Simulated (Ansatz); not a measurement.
## TaN: single point with PBEsol

The system is TaN.

```
CELL_PARAMETERS angstrom
2.93800 0.00000 0.00000
-1.46900 2.54438 0.00000
0.00000 0.00000 2.88300
ATOMIC_POSITIONS crystal
Ta 0.01144 0.00833 0.48326
N 0.65255 0.33881 0.00587
```

The cell isn't the ideal one: atoms moved at random, drawn with an rms of 0.05 Å.

```json
{
 "Program": "Ansatz 0.2.0",
 "Task": "single point",
 "Functional": "PBEsol",
 "Potentials or basis": "all-electron LAPW, scalar-relativistic",
 "Cutoff": "385 eV (chosen from the basis error)",
 "Basis error allowed": "0.001 eV/atom",
 "k mesh": "10 × 10 × 9",
 "Occupations": "fermi-dirac, width 0.05 eV",
 "Spin": "no spin polarisation"
}
```

```json
{
 "Pressure": "-3.2 GPa",
 "Largest force": "1.309 eV/Å",
 "Band gap on the k mesh": "none (metal or under the smearing width)",
 "Loewdin charges": "Ta +0.74; N -0.65 e"
}
```

Forces in eV/Å, atoms in the order of the input:
```
Ta  -0.931 -0.131  0.910
N    0.931  0.131 -0.910
```

Stress tensor (GPa, compression positive):
```
-3.07  0.97 -1.69
 0.97 -3.75 -0.30
-1.69 -0.30 -2.79
```

Levels at points of the mesh, in eV from the Fermi level:
```csv
k point,band 23,band 24,band 25,band 26,band 27,band 28
"(0.00, 0.00, 0.00)",-4.61,-4.27,-2.74,2.05,3.25,3.79
"(0.00, -0.50, 0.00)",-5.21,-3.92,-2.75,2.97,4.00,5.06
"(-0.50, 0.00, 0.00)",-5.40,-3.62,-3.03,3.05,3.97,5.22
"(-0.50, -0.50, 0.00)",-5.05,-3.72,-3.00,2.95,4.04,4.67
```

Run time: 2.7 min on 1 thread of Arm Neoverse V2 (shared host), peak memory 1 GiB.

The run has no spin-orbit coupling, so splittings on Ta are missing.
